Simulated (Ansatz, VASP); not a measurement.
**Two plane-wave programs on SiC**

The input INCAR:

```
SYSTEM = SiC
PREC     = Accurate       ! precision mode
ENCUT    = 520            ! plane-wave cutoff, eV
EDIFF    = 1E-6           ! SCF threshold, eV
ISMEAR   = -1             ! smearing method
SIGMA    = 0.02           ! smearing width, eV
LREAL    = .FALSE.        ! projectors in reciprocal space
LASPH    = .TRUE.         ! aspherical terms in the spheres
NELM     = 100            ! most SCF steps
ALGO     = Normal         ! electronic algorithm
ISIF     = 2              ! what is computed and relaxed
LWAVE    = .FALSE.        ! write WAVECAR
LCHARG   = .TRUE.         ! write CHGCAR
GGA      = PE             ! functional
LELF     = .TRUE.         ! ELF
LVHAR    = .TRUE.       
NBANDS   = 26             ! bands
```

File KPOINTS:

```
regular mesh
0
G
  12 12 4
  0 0 0
```

POSCAR

```
SiC
1.0
    3.0775549649      0.0000000000      0.0000000000
   -1.5387774824      2.6652407811      0.0000000000
    0.0000000000      0.0000000000     10.0767216789
Si C
4 4
Direct
    0.6666666667      0.3333333333      0.9378415300
    0.3333333333      0.6666666667      0.4378415300
    0.0000000000      0.0000000000      0.6878903910
    0.0000000000      0.0000000000      0.1878903910
    0.6666666667      0.3333333333      0.7498007685
    0.3333333333      0.6666666667      0.2498007685
    0.0000000000      0.0000000000      0.5004663105
    0.0000000000      0.0000000000      0.0004663105
```

Input for Ansatz:

```yaml
crystal:
  lattice:
    - [3.0775549649, 0.0, 0.0]
    - [-1.5387774824, 2.6652407811, 0.0]
    - [0.0, 0.0, 10.0767216789]
  atoms:
    - { symbol: Si, position: [0.6666666667, 0.3333333333, 0.93784153] }
    - { symbol: Si, position: [0.3333333333, 0.6666666667, 0.43784153] }
    - { symbol: Si, position: [0.0, 0.0, 0.687890391] }
    - { symbol: Si, position: [0.0, 0.0, 0.187890391] }
    - { symbol: C, position: [0.6666666667, 0.3333333333, 0.7498007685] }
    - { symbol: C, position: [0.3333333333, 0.6666666667, 0.2498007685] }
    - { symbol: C, position: [0.0, 0.0, 0.5004663105] }
    - { symbol: C, position: [0.0, 0.0, 0.0004663105] }
kpoints:
  mp_grid: { grid: [12, 12, 4] }
  band_path:
    path:
      - [[0.0, 0.0, 0.0], [0.5, 3.613963525829e-18, 3.390352912724e-18], [0.3333333333333, 0.3333333333333, 1.542043893872e-18], [0.0, 0.0, 0.0], [-1.740513224161e-35, -2.663584706717e-36, 0.5], [0.5, 3.484652368174e-18, 0.5], [0.3333333333333, 0.3333333333333, 0.5], [-1.740513224161e-35, -2.663584706717e-36, 0.5]]
      - [[0.5, 3.484652368174e-18, 0.5], [0.5, 3.613963525829e-18, 3.390352912724e-18]]
      - [[0.3333333333333, 0.3333333333333, 0.5], [0.3333333333333, 0.3333333333333, 1.542043893872e-18]]
    npoints: 10
hamiltonian:
  xc: pbe
scf:
  occupations: { method: fermi_dirac, width: 0.02 }
  n_extra_bands: 6
output:
  forces: true
  stress: true
  eigenvalues: true
```

The cell is a database's computed one.

Alike in both runs: task single point; functional PBE; k mesh 12 × 12 × 4; occupations fermi-dirac, width 0.02 eV; no spin polarisation.

|  | VASP | Ansatz |
| --- | --- | --- |
| version | VASP 6.6.1 | Ansatz 0.2.0 |
| potentials or method | VASP PAW PBE potentials, release 64 (Si, C) | plane waves, PAW |
| plane-wave cutoff (eV) | 520 | 420 |
| valence electrons in the cell | 32 | 32 |

|  | VASP | Ansatz | Ansatz less VASP |
| --- | --- | --- | --- |
| gap on the k mesh at the Fermi level (eV) | 2.23 | 2.23 | +0.001 |
| pressure (GPa) | 3.5 | 3.5 | +0.06 |
| largest component of the traceless stress (GPa) | 0.08 | 0.08 | +0.005 |

A k mesh can miss the band edges. A hybrid or GW would open this gap; PBE tends to underestimate it.
